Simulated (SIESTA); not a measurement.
Crystal: SnSe2.

```
Sn Se
1.0
     3.81100    0.00000    0.00000
    -1.90550    3.30042    0.00000
     0.00000    0.00000    6.13600
Sn Se
1 2
Direct
  0.00000 0.00000 0.00000
  0.66667 0.33333 0.75100
  0.33333 0.66667 0.24900
```

```yaml
Program: SIESTA 5.4.2
Task: relaxation of cell and atoms
Functional: LDA
Potentials_or_basis: PseudoDojo 0.4 standard (LDA files)
Basis: DZP (energy shift 0.002 Ry)
Grid_cutoff: 750 Ry
Energy_shift: 0.002 Ry
k_mesh: 6 × 6 × 4
Occupations: fermi-dirac, width 0.05 eV
Spin: no spin polarisation
```

At the start: pressure 4.6 GPa; volume 25.73 Å³/atom.

Problem. How do energy, volume and symmetry change on relaxing?

Solution. Over 19 steps the energy falls by 47.3 meV/atom and the volume is 24.71 Å³/atom (-3.9 %); space group P-3m1 (No. 164, to 0.05 Å).

Step by step:
```
step  energy change (eV)  largest force (eV/Å)  pressure (GPa)  volume (Å³)
   1              0.0000                1.0548            4.64        77.18
   2             -0.0500                0.7622            3.28        77.60
   3             -0.1070                0.0735            0.10        78.69
   4             -0.1066                0.0415           -0.02        78.77
   5             -0.0994                0.2475            0.96        78.47
   6             -0.0616                0.5899            2.78        78.20
   7             -0.0844                0.2943            1.51        78.80
   8             -0.0892                0.0615            0.55        79.40
   9             -0.0645                0.3551           -1.34        81.35
  10              0.2447                2.0192           10.09        73.18
  11             -0.1157                0.3739            0.17        72.78
  12             -0.1290                0.0319            1.83        71.84
  13             -0.1062                0.0560           -1.30        80.29
  14             -0.1371                0.0144           -0.69        76.15
  15             -0.1410                0.0464            0.17        74.23
  16             -0.1412                0.0217           -0.04        74.41
  17             -0.1417                0.0064           -0.05        74.23
  18             -0.1418                0.0036            0.04        73.94
  19             -0.1418                0.0036           -0.02        74.13
```

Final structure:
```yaml
crystal:
  lattice:
    - [3.91619, 0.00000, 0.00000]
    - [-1.95809, 3.39152, 0.00000]
    - [0.00000, 0.00000, 5.58162]
  atoms:
    - { symbol: Sn, position: [0.00000, 0.00000, 0.00000] }
    - { symbol: Se, position: [0.66667, 0.33333, 0.71482] }
    - { symbol: Se, position: [0.33333, 0.66667, 0.28518] }
```

Caveat: semicore shells carry a single zeta, which can move pressures by several GPa and volumes by a few percent; the basis of atomic orbitals isn't converged, which shifts pressures, moduli and gaps.
